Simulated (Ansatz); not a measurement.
# A series in volume per atom on Mg

All results are calculated (Ansatz 0.2.0 development build). Equation of state of a cubic crystal from periodic Kohn-Sham density functional theory without spin; pressure corrected for the finite basis.

Cell of the first row (space group Im-3m, No. 229):
```
Mg
1.0
     -1.7532     1.7532     1.7532
      1.7532    -1.7532     1.7532
      1.7532     1.7532    -1.7532
Mg
1
Direct
  0.00000 0.00000 0.00000
```

Settings of every row: formula Mg; structure type bcc; functional PBE; spin treatment none; k mesh 43x43x43; occupation method fermi-dirac; occupation width 0.061225619 eV; wave cutoff 420 eV; datasets soft-1 PAW; density cutoff ratio 4.

Limits: a cubic model structure, not a phase known at ambient conditions.

| row | volume per atom (Å³) | energy above lowest point (meV/atom) | pressure (GPa) |
| --- | --- | --- | --- |
| 1 | 21.555 | ? | ? |
| 2 | 22.014 | 4.24 | 1.543 |
| 3 | 22.473 | 1.01 | 0.727 |
| 4 | 22.931 | 0 | -0.012 |
| 5 | 23.39 | 1 | -0.678 |
| 6 | 23.848 | 3.82 | -1.281 |
| 7 | 24.307 | 8.28 | -1.825 |

Question: what energy above lowest point and pressure should row 1 give?

Worked fit of energy above lowest point. Take u = (V_r/V)^(2/3) − 1 with V_r = 23.16 Å³ an atom, which is twice the finite (Eulerian) strain; such expansions in the strain, on which the Birch-Murnaghan equation of state is built, carry the rest volume and the bulk modulus. The shown rows have u = 0.03441, 0.02028, 0.00665, -0.00657, -0.01933, -0.03171. Least squares give energy above lowest point = 0.261 − 76.17 × u + 5574.2 × u² meV/atom; a straight line predicts inner rows, each left out in turn, worse (root mean square 2.3 against 0.0034 meV/atom). All shown rows lie on it to the printed digit. Its lowest point lies at u = 0.0068, or V = 22.92 Å³ an atom, and the curvature there gives the bulk modulus at fixed shape and fractions, B = (4/9)(1 + u)² E″(u)/V = 35.1 GPa. The withheld row has u = 0.04904, so the fit gives 0.261 − 76.17 × (0.04904) + 5574.2 × (0.04904)² = 9.93 meV/atom.

The calculation gave 9.92 meV/atom. The fit lies 0.01 meV/atom (0.1 % of the column's range) above it, one unit of the last digit. This row lies beyond the range of the fit.

Worked fit of pressure. Take u = (V_r/V)^(2/3) − 1 with V_r = 23.16 Å³ an atom, which is twice the finite (Eulerian) strain; such expansions in the strain, on which the Birch-Murnaghan equation of state is built, carry the rest volume and the bulk modulus. The shown rows have u = 0.03441, 0.02028, 0.00665, -0.00657, -0.01933, -0.03171. Least squares give pressure = −0.3526 + 50.574 × u + 131.04 × u² GPa; a straight line predicts inner rows, each left out in turn, worse (root mean square 0.055 against 0.0016 GPa). The rows lie off it by 0.000, 0.000, -0.002, 0.001, 0.000, 0.000. The pressure vanishes at u = 0.0069, or V = 22.92 Å³ an atom, and there the bulk modulus at fixed shape and fractions is B = −V dP/dV = (2/3)(1 + u) dP/du = 35.2 GPa. The withheld row has u = 0.04904, so the fit gives −0.3526 + 50.574 × (0.04904) + 131.04 × (0.04904)² = 2.443 GPa.

The calculation gave 2.448 GPa. The fit lies 0.005 GPa (0.12 % of the column's range) below it; its largest miss of a shown row is 0.002 GPa. This row lies beyond the range of the fit.
